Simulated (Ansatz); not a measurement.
**How far is this Si3C2 from the hull?**

The calculation used DFT PBE, scalar-relativistic, plane waves, PAW (Ansatz). Settings: cutoff 420 eV, Γ-centred meshes spaced at most about 0.3 Å⁻¹, and about 0.25 Å⁻¹ or finer for metals (2π included), Gaussian smearing. No spin polarisation.

Formation energies are uncorrected and refer to the elements' standard structures at the same level.

These are static total energies at zero pressure. The reference form of C is held partly by dispersion forces, which this level lacks.

The competitors are the elements and 1 reference phase of this chemical system (from databases or known types: SiC), relaxed at the same level; other known phases may be missing.

The candidate was reached from: random cell.

```cif
data_structure
_symmetry_space_group_name_H-M 'P 1'
_symmetry_Int_Tables_number 1
_cell_length_a 4.7722
_cell_length_b 4.7722
_cell_length_c 2.7633
_cell_angle_alpha 90.000
_cell_angle_beta 90.000
_cell_angle_gamma 120.000
_cell_volume 54.50
loop_
_atom_site_label
_atom_site_type_symbol
_atom_site_fract_x
_atom_site_fract_y
_atom_site_fract_z
_atom_site_occupancy
Si1 Si 0.35981 0.00000 0.00000 1
Si2 Si 0.00000 0.35981 0.00000 1
Si3 Si 0.64019 0.64019 0.00000 1
C1 C 0.33333 0.66667 0.50000 1
C2 C 0.66667 0.33333 0.50000 1
```

The lowest competing mixture at this composition:

```tsv
phase	space group	source	share of atoms	ΔE_f (eV/atom)
Si	-	element	0.2000	-0.0007
SiC	P6_3mc (No. 186)	Materials Project	0.8000	-0.204
```

The lowest database cell of Si (-0.0007) lies slightly below the reference, hence the non-zero entry.

Problem. What are the hull's energy here, the candidate's formation energy and its margin?

Solution. The hull lies at -0.163 eV/atom, the weighted sum of the last column. The candidate has 0.970 eV/atom, which is 1.13 eV/atom above it. The candidate matches no cell in the subsets of the Crystallography Open Database and the Materials Project at hand. The margin is far too high for a likely synthesis.
